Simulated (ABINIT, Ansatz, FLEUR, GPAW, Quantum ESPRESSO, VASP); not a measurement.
**One calculation of CuO, 6 ways**

```
Cu O
1.0
     2.34185   -1.71130    0.00000
     2.34185    1.71130    0.00000
    -0.85003    0.00000    5.05787
Cu O
2 2
Direct
  0.50000 0.00000 0.50000
  0.00000 0.50000 0.00000
  0.41840 0.58160 0.75000
  0.58160 0.41840 0.25000
```

Alike in all runs: task single point; functional PBE; k mesh 10 × 10 × 5; occupations fermi-dirac, width 0.05 eV; no spin polarisation; no spin-orbit coupling. The measured crystal is an antiferromagnetic insulator; the state found here is the runs' own. Pressure is positive in compression and, in plane waves, holds the error of the finite cutoff, which Ansatz's Pulay term estimates and takes out.

```tsv
program and potentials	plane-wave cutoff (eV)	notes	pressure (GPa)	largest force (eV/Å)
Quantum ESPRESSO, SSSP 1.3 efficiency PBE	748	8.5 valence electrons an atom on average	5.44	0.251
FLEUR, all-electron, FLAPW	-	-	-	0.261
Ansatz, Ansatz PAW (earlier soft set)	420	12.5 valence electrons an atom on average	?	?
ABINIT, JTH PAW PBE v2.0	707	12.5 valence electrons an atom on average	5.54	0.251
GPAW, GPAW PAW data sets (gpaw-data 1.2.1)	800	8.5 valence electrons an atom on average	7.89	0.175
VASP, PBE PAW files Cu, O, 520 eV	520	8.5 valence electrons an atom on average	6.38	0.219
```

Q: Estimate from the other rows what the run with Ansatz, Ansatz PAW (earlier soft set) gave.

A: Pressure 5.84 GPa; largest force 0.258 eV/Å. Its pressure holds a Pulay term of +0.46 GPa. The other rows, which needn't bracket it: pressure 5.44 to 7.89; largest force 0.175 to 0.261.
